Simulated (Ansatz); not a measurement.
Al3Cu2 at several levels of theory

Method: Ansatz 0.2.0, DFT r2SCAN, scalar-relativistic, plane waves. The atoms stay where they are, in a cell that isn't relaxed at these levels; pressure is positive in compression.

```cif
data_structure
_symmetry_space_group_name_H-M 'P 1'
_symmetry_Int_Tables_number 1
_cell_length_a 4.0920
_cell_length_b 4.0920
_cell_length_c 4.9928
_cell_angle_alpha 90.000
_cell_angle_beta 90.000
_cell_angle_gamma 120.000
_cell_volume 72.40
loop_
_atom_site_label
_atom_site_type_symbol
_atom_site_fract_x
_atom_site_fract_y
_atom_site_fract_z
_atom_site_occupancy
Al1 Al 0.00000 0.00000 0.00000 1
Al2 Al 0.33333 0.66667 0.34993 1
Al3 Al 0.66667 0.33333 0.65007 1
Cu1 Cu 0.33333 0.66667 0.83951 1
Cu2 Cu 0.66667 0.33333 0.16049 1
```

```json
{
  "Γ-centred k-mesh": "12×12×8",
  "occupation rule": "Gaussian smearing, 0.1 eV",
  "spin treatment": "unpolarised"
}
```

| set of potentials | cutoff (eV) | gap on mesh (eV) | P (GPa) | largest force (eV/Å) |
| --- | --- | --- | --- | --- |
| PAW (default set) | 500 | metal | 0.5 | 0.017 |
| norm-conserving potentials | 1450 | metal | 0.3 | 0.013 |

Problem. What do the runs give for PAW (harder set)?

Solution. They give:

```
set of potentials cutoff (eV) gap on mesh (eV) P (GPa) largest force (eV/Å)
 PAW (harder set)          900             metal      0.6                 0.021
```